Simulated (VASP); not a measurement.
The system is BAs.

```
CELL_PARAMETERS angstrom
0.00000 2.38850 2.38850
2.38850 0.00000 2.38850
2.38850 2.38850 0.00000
ATOMIC_POSITIONS crystal
B 0.00000 0.00000 0.00000
As 0.25000 0.25000 0.25000
```

| Property | Result |
| --- | --- |
| Program | VASP 6.6.1 |
| Task | relaxation of cell and atoms |
| Functional | LDA |
| Potentials or basis | VASP PAW LDA potentials, release 64 (B, As) |
| Cutoff | 600 eV |
| k mesh | 10 × 10 × 10 |
| Occupations | gaussian, width 0.03 eV |
| Spin | no spin polarisation |

At the start: pressure -3.1 GPa; volume 13.63 Å³/atom.

**Question.** How do energy, volume and symmetry change on relaxing?

**Answer.** Over 3 steps the energy falls by 2.9 meV/atom and the volume is 13.33 Å³/atom (-2.2 %); space group F-43m (No. 216, to 0.05 Å).

The path:
| step | energy change (eV) | largest force (eV/Å) | pressure (GPa) | volume (Å³) |
| --- | --- | --- | --- | --- |
| 1 | 0.0000 | 0.0000 | -3.09 | 27.25 |
| 2 | -0.0025 | 0.0000 | 2.51 | 26.23 |
| 3 | -0.0058 | 0.0000 | -0.01 | 26.66 |

Final structure:
```
B As
1.0
     0.00000    2.37115    2.37115
     2.37115    0.00000    2.37115
     2.37115    2.37115    0.00000
B As
1 1
Cartesian
  0.0000 0.0000 0.0000
  1.1856 1.1856 1.1856
```
